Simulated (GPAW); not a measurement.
# GaP (F-43m) in GPAW: notebook

The runs below take GaP through equation of state, band structure, with PBE, WC, LDA.

Program: GPAW 26.7.0. These are calculated values, not measurements. Logs are shortened: lines on timing, memory, paths and dates and some standing lists are left out, and cuts for length are marked. The log counts tension as positive stress, the text compression.

**The experiment to reproduce.**

From “Stacking defects in GaP nanowires: Electronic structure and optical properties”, 2018, arxiv:1810.01194, for a bulk crystal of GaP at 10 K: band gap 2.34 eV (indirect).

How close the calculation comes is told below.

## Step 1: Starting point

Symmetry: F-43m, No. 216, cubic system. Conventional cell: a = 5.450 Å, b = 5.450 Å, c = 5.450 Å, α = 90.00°, β = 90.00°, γ = 90.00°. Ga (site symmetry -43m) has 4 P at 2.36 Å as nearest neighbours. P (site symmetry -43m) is surrounded by 4 Ga at 2.36 Å.

## Step 2: Equation of state, PBE

File run.py:

```python
from ase.eos import EquationOfState
from ase.io import Trajectory, read
from ase.units import GPa
from gpaw import GPAW

atoms = read('GaP.cif')

traj = Trajectory('eos.traj', 'w')
volumes, energies = [], []
for x in [0.94, 0.96, 0.98, 1.0, 1.02, 1.04, 1.06]:
    a = atoms.copy()
    a.set_cell(atoms.cell * x**(1 / 3), scale_atoms=True)
    calc = GPAW(mode='lcao',
                h=0.18,
                basis='szp(dzp)',
                xc='PBE',
                kpts={'size': (8, 8, 8), 'gamma': True},
                occupations={'name': 'fermi-dirac', 'width': 0.05},
                convergence={'density': 1e-05, 'energy': 1e-05},
                maxiter=150,
                txt=f'eos-{x:.2f}.txt')
    a.calc = calc
    energies.append(a.get_potential_energy(force_consistent=True))
    volumes.append(a.get_volume())
    calc.write(f'eos-{x:.2f}.gpw')
    traj.write(a)
    print(f'{x:.2f} {volumes[-1]:10.4f} A^3 {energies[-1]:14.6f} eV', flush=True)

v0, e0, B = EquationOfState(volumes, energies, eos='birchmurnaghan').fit()
print(f'V0 = {v0:.4f} A^3, E0 = {e0:.6f} eV, B0 = {B / GPa:.2f} GPa')
```

File GaP.cif:

```cif
data_GaP
_cell_length_a 3.85408551
_cell_length_b 3.85408551
_cell_length_c 3.85408551
_cell_angle_alpha 60.00000000
_cell_angle_beta 60.00000000
_cell_angle_gamma 60.00000000
_space_group_name_H-M_alt 'P1'
_space_group_name_Hall 'P 1'
_space_group_IT_number 1
loop_
_space_group_symop_operation_xyz
'x,y,z'
loop_
_atom_site_label
_atom_site_type_symbol
_atom_site_symmetry_multiplicity
_atom_site_Wyckoff_symbol
_atom_site_fract_x
_atom_site_fract_y
_atom_site_fract_z
_atom_site_occupancy
Ga1 Ga 1 a 0.0000000000 0.0000000000 0.0000000000 1
P1 P 1 a 0.7500000000 0.7500000000 0.7500000000 1
```

Potentials or basis: GPAW PAW data sets (gpaw-data 1.2.1), lcao:szp(dzp).

Started as:

```sh
$ OMP_NUM_THREADS=1 python run.py
```

The log of the run:

```text
__  _  _
 | _ |_)|_||  |
 |__||  | ||/\| - 26.7.0

Input parameters:
  mode=LCAO(),
  basis={'default': 'szp(dzp)'},
  convergence={'density': 1e-05, 'energy': 1e-05},
  h=0.18,
  kpts=MonkhorstPack(size=(8, 8, 8), gamma=True),
  maxiter=150,
  occupations=Occupations(name='fermi-dirac', width=0.05),
  xc=XC(name='PBE')

                       P

       Ga

Atoms  # Å, Bohr magnetons
|   | symbol |        x |        y |        z |    initial magnetic moments |
|---|--------|----------|----------|----------|-----------------------------|
| 0 |     Ga | 0.000000 | 0.000000 | 0.000000 | ( 0.0000,  0.0000,  0.0000) |
| 1 |      P | 5.663113 | 3.269600 | 2.311956 | ( 0.0000,  0.0000,  0.0000) |

Unit cell  # Å
| periodic |        x |        y |        z |  lengths |    angles |
|----------|----------|----------|----------|----------|-----------|
|      yes | 3.775409 | 0.000000 | 0.000000 | 3.775409 | 60.000000 |
|      yes | 1.887704 | 3.269600 | 0.000000 | 3.775409 | 60.000000 |
|      yes | 1.887704 | 1.089867 | 3.082608 | 3.775409 | 60.000000 |

Number of symmetries: 24
Symmetry operations  # r_c * U_cc + t_c -> r_c
|    | kind |            matrix            |
|----|------|------------------------------|
|  0 |  E   |  1, 0, 0,  0, 1, 0,  0, 0, 1 |
|  1 |  σ   |  1, 0, 0,  0, 0, 1,  0, 1, 0 |
|  2 |  σ   |  1, 0,-1,  0, 1,-1,  0, 0,-1 |
|  3 |  C3  |  1, 0,-1,  0, 0,-1,  0, 1,-1 |
|  4 |  C3  |  1,-1, 0,  0,-1, 1,  0,-1, 0 |
|  5 |  σ   |  1,-1, 0,  0,-1, 0,  0,-1, 1 |
|  6 |  σ   |  0, 1, 0,  1, 0, 0,  0, 0, 1 |
|  7 |  C3  |  0, 1, 0,  0, 0, 1,  1, 0, 0 |
|  8 |  C2  |  0, 1,-1,  1, 0,-1,  0, 0,-1 |
|  9 |  S4  |  0, 1,-1,  0, 0,-1,  1, 0,-1 |
| 10 |  C3  |  0, 0, 1,  1, 0, 0,  0, 1, 0 |
| 11 |  σ   |  0, 0, 1,  0, 1, 0,  1, 0, 0 |
| 12 |  S4  |  0, 0,-1,  1, 0,-1,  0, 1,-1 |
| 13 |  C3  |  0, 0,-1,  0, 1,-1,  1, 0,-1 |
| 14 |  S4  |  0,-1, 1,  1,-1, 0,  0,-1, 0 |
| 15 |  C2  |  0,-1, 1,  0,-1, 0,  1,-1, 0 |
| 16 |  C3  |  0,-1, 0,  1,-1, 0,  0,-1, 1 |
| 17 |  S4  |  0,-1, 0,  0,-1, 1,  1,-1, 0 |
| 18 |  S4  | -1, 1, 0, -1, 0, 1, -1, 0, 0 |
| 19 |  C3  | -1, 1, 0, -1, 0, 0, -1, 0, 1 |
| 20 |  C3  | -1, 0, 1, -1, 1, 0, -1, 0, 0 |
| 21 |  S4  | -1, 0, 1, -1, 0, 0, -1, 1, 0 |
| 22 |  σ   | -1, 0, 0, -1, 1, 0, -1, 0, 1 |
| 23 |  C2  | -1, 0, 0, -1, 0, 1, -1, 1, 0 |

BZ-sampling:
  Number of BZ points: 512
  Number of IBZ points: 29

  Monkhorst-Pack size: [8, 8, 8]
  Monkhorst-Pack shift: [0.0625, 0.0625, 0.0625]

K-points  # in reciprocal-cell coordinates
|     |                                coordinates |     weight |
|-----|--------------------------------------------|------------|
|   0 | (  0.00000000,   0.00000000,   0.00000000) | 0.00195312 |
|   1 | (  0.12500000,   0.12500000,   0.00000000) | 0.01171875 |
|   2 | (  0.12500000,   0.12500000,   0.12500000) | 0.01562500 |
|   3 | (  0.25000000,   0.12500000,   0.12500000) | 0.02343750 |
|   4 | (  0.25000000,   0.25000000,   0.00000000) | 0.01171875 |
|   5 | (  0.25000000,   0.25000000,   0.12500000) | 0.04687500 |
|   6 | (  0.25000000,   0.25000000,   0.25000000) | 0.01562500 |
|   7 | (  0.37500000,   0.25000000,  -0.37500000) | 0.04687500 |
|   8 | (  0.37500000,   0.25000000,   0.12500000) | 0.04687500 |
|   9 | (  0.37500000,   0.25000000,   0.25000000) | 0.04687500 |
| ... |                                            |            |
|  28 | (  0.50000000,   0.50000000,   0.50000000) | 0.00781250 |

basis functions: 18
Spin-components: 1 (collinear spins)
Bands:           8
Projectors:      10
Spin-degeneracy: 2
Datatype:        <class 'complex'>

Parallelization:
  kpt:    1
  domain: 1
  band:   1

Density:
  Valence electrons: 8.0
  Components: 1
  Grid points: [16 16 16]
  Charge: 0.0  # |e|

Potential:
  Grid points: [16 16 16]

species:
  Ga:
    name:    Gallium
    Z:       31.0
    valence: 3
    core:    28
    charge:  0.0  # [|e|]
    compensation charges:
      type: gauss
      rc: 0.37  # [Å]
      lmax: 2
    cutoffs:
      filter: 2.06  # [Å]
      core: 4.17  # [Å]
    projectors
    | kind |    occ | energy [eV] | rcut [Å] |
    |------|--------|-------------|----------|
    |   4s |  2.000 |      -8.945 |    1.164 |
    |   4p |  1.000 |      -2.580 |    1.164 |
    |    s |        |      18.266 |    1.164 |
    |    p |        |      24.631 |    1.164 |
    |    d |        |       0.000 |    1.164 |

    LCAO basis set for Ga:
      Name: szp(dzp)
      File: <dir>
      Number of radial functions: 3
      Number of spherical harmonics: 9
        l=0, rc=7.2656 Bohr: 4s-sz confined orbital
        l=1, rc=10.3438 Bohr: 4p-sz confined orbital
        l=2, rc=10.3438 Bohr: d-type Gaussian polarization
      Number of RI-basis functions 0

  P:
    name:    Phosphorus
    Z:       15.0
    valence: 5
    core:    10
    charge:  0.0  # [|e|]
    compensation charges:
      type: gauss
      rc: 0.30  # [Å]
      lmax: 2
    cutoffs:
      filter: 1.69  # [Å]
[... 72 lines left out ...]
|  2 |  σ   |  1, 0,-1,  0, 1,-1,  0, 0,-1 |
|  3 |  C3  |  1, 0,-1,  0, 0,-1,  0, 1,-1 |
|  4 |  C3  |  1,-1, 0,  0,-1, 1,  0,-1, 0 |
|  5 |  σ   |  1,-1, 0,  0,-1, 0,  0,-1, 1 |
|  6 |  σ   |  0, 1, 0,  1, 0, 0,  0, 0, 1 |
|  7 |  C3  |  0, 1, 0,  0, 0, 1,  1, 0, 0 |
|  8 |  C2  |  0, 1,-1,  1, 0,-1,  0, 0,-1 |
|  9 |  S4  |  0, 1,-1,  0, 0,-1,  1, 0,-1 |
| 10 |  C3  |  0, 0, 1,  1, 0, 0,  0, 1, 0 |
| 11 |  σ   |  0, 0, 1,  0, 1, 0,  1, 0, 0 |
| 12 |  S4  |  0, 0,-1,  1, 0,-1,  0, 1,-1 |
| 13 |  C3  |  0, 0,-1,  0, 1,-1,  1, 0,-1 |
| 14 |  S4  |  0,-1, 1,  1,-1, 0,  0,-1, 0 |
| 15 |  C2  |  0,-1, 1,  0,-1, 0,  1,-1, 0 |
| 16 |  C3  |  0,-1, 0,  1,-1, 0,  0,-1, 1 |
| 17 |  S4  |  0,-1, 0,  0,-1, 1,  1,-1, 0 |
| 18 |  S4  | -1, 1, 0, -1, 0, 1, -1, 0, 0 |
| 19 |  C3  | -1, 1, 0, -1, 0, 0, -1, 0, 1 |
| 20 |  C3  | -1, 0, 1, -1, 1, 0, -1, 0, 0 |
| 21 |  S4  | -1, 0, 1, -1, 0, 0, -1, 1, 0 |
| 22 |  σ   | -1, 0, 0, -1, 1, 0, -1, 0, 1 |
| 23 |  C2  | -1, 0, 0, -1, 0, 1, -1, 1, 0 |

BZ-sampling:
  Number of BZ points: 512
  Number of IBZ points: 29

  Monkhorst-Pack size: [8, 8, 8]
  Monkhorst-Pack shift: [0.0625, 0.0625, 0.0625]

K-points  # in reciprocal-cell coordinates
|     |                                coordinates |     weight |
|-----|--------------------------------------------|------------|
|   0 | (  0.00000000,   0.00000000,   0.00000000) | 0.00195312 |
|   1 | (  0.12500000,   0.12500000,   0.00000000) | 0.01171875 |
|   2 | (  0.12500000,   0.12500000,   0.12500000) | 0.01562500 |
|   3 | (  0.25000000,   0.12500000,   0.12500000) | 0.02343750 |
|   4 | (  0.25000000,   0.25000000,   0.00000000) | 0.01171875 |
|   5 | (  0.25000000,   0.25000000,   0.12500000) | 0.04687500 |
|   6 | (  0.25000000,   0.25000000,   0.25000000) | 0.01562500 |
|   7 | (  0.37500000,   0.25000000,  -0.37500000) | 0.04687500 |
|   8 | (  0.37500000,   0.25000000,   0.12500000) | 0.04687500 |
|   9 | (  0.37500000,   0.25000000,   0.25000000) | 0.04687500 |
| ... |                                            |            |
|  28 | (  0.50000000,   0.50000000,   0.50000000) | 0.00781250 |

basis functions: 18
Spin-components: 1 (collinear spins)
Bands:           8
Projectors:      10
Spin-degeneracy: 2
Datatype:        <class 'complex'>

Parallelization:
  kpt:    1
  domain: 1
  band:   1

Density:
  Valence electrons: 8.0
  Components: 1
  Grid points: [16 16 16]
  Charge: 0.0  # |e|

Potential:
  Grid points: [16 16 16]

species:
  Ga:
    name:    Gallium
    Z:       31.0
    valence: 3
    core:    28
    charge:  0.0  # [|e|]
    compensation charges:
      type: gauss
      rc: 0.37  # [Å]
      lmax: 2
    cutoffs:
      filter: 2.06  # [Å]
      core: 4.17  # [Å]
    projectors
    | kind |    occ | energy [eV] | rcut [Å] |
    |------|--------|-------------|----------|
    |   4s |  2.000 |      -8.945 |    1.164 |
    |   4p |  1.000 |      -2.580 |    1.164 |
    |    s |        |      18.266 |    1.164 |
    |    p |        |      24.631 |    1.164 |
    |    d |        |       0.000 |    1.164 |

    LCAO basis set for Ga:
      Name: szp(dzp)
      File: <dir>
      Number of radial functions: 3
      Number of spherical harmonics: 9
        l=0, rc=7.2656 Bohr: 4s-sz confined orbital
        l=1, rc=10.3438 Bohr: 4p-sz confined orbital
        l=2, rc=10.3438 Bohr: d-type Gaussian polarization
      Number of RI-basis functions 0

  P:
    name:    Phosphorus
    Z:       15.0
    valence: 5
    core:    10
    charge:  0.0  # [|e|]
    compensation charges:
      type: gauss
      rc: 0.30  # [Å]
      lmax: 2
    cutoffs:
      filter: 1.69  # [Å]
      core: 1.81  # [Å]
    projectors
    | kind |    occ | energy [eV] | rcut [Å] |
    |------|--------|-------------|----------|
    |   3s |  2.000 |     -13.968 |    0.953 |
    |   3p |  3.000 |      -5.506 |    0.953 |
    |    s |        |      13.244 |    0.953 |
    |    p |        |      21.705 |    0.953 |
    |    d |        |       0.000 |    0.953 |

    LCAO basis set for P:
      Name: szp(dzp)
      File: <dir>
      Number of radial functions: 3
      Number of spherical harmonics: 9
        l=0, rc=6.0938 Bohr: 3s-sz confined orbital
        l=1, rc=7.7031 Bohr: 3p-sz confined orbital
        l=2, rc=7.7031 Bohr: d-type Gaussian polarization
      Number of RI-basis functions 0

Reference energy: -62187.585188  # eV

eigensolver:
  <gpaw.new.lcao.eigensolver.LCAOEigensolver object>
density mixing:
  MSR1-Mixer
  Pratt-step length: 0.05
  Maximum mixing coefficient: 0.75
  Old densities: 10
  SVD Regularization: 0.005
  Good broyden scale: 1.0
  Trust region scale: 1.0
  Backstep threshold: 4.0
  History deletion threshold: 6.0
  Fourier metric: weight=20.0, sigma=0.015

occupation numbers:
  Fermi-Dirac:
    width: 0.0500  # eV

FastPoissonSolver using
    Stencil: 12*3+1=37 point O(h^6) finite-difference Laplacian
    FFT axes: [np.int64(0), np.int64(1), np.int64(2)]
    FST axes: []

xc functional:
  name: PBE with 2 nearest neighbor stencil
interpolation: tri-quintic # 5. degree polynomial

convergence criteria:
- Maximum integral of absolute [dens]ity change: 1e-05 electrons / valence electron
- Maximum [total energy] change in last 3 cyles: 1e-05 eV / valence electron
- Maximum integral of absolute [eigenst]ate change: 4e-08 eV^2 / valence electron
maximum number of iterations: 150

SCF iterations
|iter     | |      energy | eigst |  dens |
|---------|-|-------------|-------|-------|
|iter:   1| |   -8.379198 |      c|       |
|iter:   2| |   -8.362777 |      c| -0.98 |
|iter:   3| |   -8.301184 |      c| -1.00 |
|iter:   4| |   -8.302227 |      c| -1.61 |
|iter:   5| |   -8.302298 |      c| -2.15 |
|iter:   6| |   -8.302297c|      c| -3.72 |
|iter:   7| |   -8.302297c|      c| -4.23 |
|iter:   8| |   -8.302297c|      c| -5.76c|

Converged in 8 steps
Energy contributions relative to reference atoms: (reference = -62187.585188)

Energy contributions:
  Kinetic:          27.661581
  Coulomb:         -23.636739
  Zero:              0.076559
  External:          0.000000
  Xc:              -12.403698
  Entropy:          -0.000000
  Spinorbit:         0.000000
  ----------------------------
  Free energy:      -8.302297
  Extrapolated:     -8.302297

dipole moment: (-14.477631, -8.358664, -5.910468)  # |e|*Ang

Fermi level: 6.347
Eigenvalues  # (at kpt = [0.000, 0.000, 0.000])
| band index |      eig [eV] | occ [0-2] |
|------------|---------------|-----------|
|          0 |        -7.514 |     2.000 |
|          1 |         5.448 |     2.000 |
|          2 |         5.448 |     2.000 |
|          3 |         5.448 |     2.000 |
|          4 |         7.923 |     0.000 |
|          5 |         9.631 |     0.000 |
|          6 |         9.631 |     0.000 |
|          7 |         9.631 |     0.000 |

Gap: 1.843 eV
Transition (v -> c):
  (s=0, k=0, n=3, [0.00, 0.00, 0.00]) -> (s=0, k=12, n=4, [0.38, 0.38, 0.00])
Direct/indirect transitions are different
Direct gap: 2.475 eV
Transition at: (s=0, k=0, n=3, [0.00, 0.00, 0.00])
# Writing to eos-0.94.gpw (mode='')
```

It took 2.9 min on 1 thread of AMD EPYC 9R14 (Zen 4), shared host; peak memory 0.19 GiB.

The run converged, but some of its settings lie outside the range that counts as converged, so its numbers aren't taken as properties of the crystal.

Results:

```yaml
Equilibrium_volume: "21.82 Å³/atom (rough: see the caveat)"
Bulk_modulus: 71 GPa (rough)
```

Caveat: the data sets keep Ga 3d, Li 1s and Be 1s frozen, and some such compounds lay over 1.5 % in volume off other programs; the minimum lies outside the volumes run; the basis of atomic orbitals isn't converged, which shifts pressures, moduli and gaps.

(Continued in part 2 of 2.)
